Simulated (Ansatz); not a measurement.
CaSe in the h-MgO-type structure, relaxed with r2SCAN: 4 runs in Ansatz, each a calculation of independent-particle optics. The symmetry is P6_3/mmc (No. 194, hexagonal); conventional cell a = 5.006 Å, c = 5.876 Å, 31.87 Å³ an atom. Around Ca lie 5 Se at 2.89–2.94 Å; around Se lie 5 Ca at 2.89–2.94 Å. Simulation only: spin-unpolarised, and no claim that this is the phase found in nature.

```
Ca Se
1.0
     5.00568    0.00000    0.00000
    -2.50284    4.33504    0.00000
     0.00000    0.00000    5.87554
Ca Se
2 2
Direct
  0.33333 0.66667 0.25000
  0.66667 0.33333 0.75000
  0.66667 0.33333 0.25000
  0.33333 0.66667 0.75000
```

On meshes this coarse, single peaks can be features of the mesh. No local fields, no excitons; the zone sum runs over the cells of the mesh, and ε∞ includes the bands left out of the spectrum. Up to four peaks are listed, those above 15 % of the tallest and inside the complete range; the four can differ from row to row. Rows marked drawn have settings drawn at random (some not listed).

| functional | k mesh | broadening (eV) | scissors (eV) | range (eV) | settings | direct gap on the mesh before scissors (eV) | ε∞ xx | ε∞ yy | ε∞ zz | complete up to (eV) | tallest peaks of mean ε₂ (eV) |
| --- | --- | --- | --- | --- | --- | --- | --- | --- | --- | --- | --- |
| r2SCAN | 6×6×4 | 0.1 | 0.00 | 0–15 | chosen | 3.05 | 4.27 | 4.27 | 4.67 | 15.0 | 5.40 6.05 6.60 7.55 |
| PBE | 6×6×4 | 0.1 | 0.84 (to HSE06) | 0–15 | chosen | 2.58 | 4.27 | 4.27 | 4.76 | 15.0 | 5.85 6.35 6.95 7.75 |
| r2SCAN | 6×6×4 | 0.05 | 2.50 | 2–15 | drawn | 3.05 | 3.39 | 3.39 | 3.64 | 15.0 | 7.90 9.00 9.15 10.00 |

Problem. Estimate from these rows what the further settings give.
```tsv
functional	k mesh	broadening (eV)	scissors (eV)	range (eV)	settings
PBE	6×6×4	0.1	0.00	0–15	chosen
```

Solution.
```json
{"functional": "PBE", "k mesh": "6×6×4", "broadening (eV)": "0.1", "scissors (eV)": "0.00", "range (eV)": "0–15", "settings": "chosen", "direct gap on the mesh before scissors (eV)": "2.58", "ε∞ xx": "4.72", "ε∞ yy": "4.72", "ε∞ zz": "5.34", "complete up to (eV)": "15.0", "tallest peaks of mean ε₂ (eV)": "5.00 5.50 6.10 6.90"}
```

The fundamental gap is indirect (2.45 eV with PBE on 6×6×4); the table holds the direct one. The two differ by only 0.12 eV.

Spin-orbit coupling is left out.
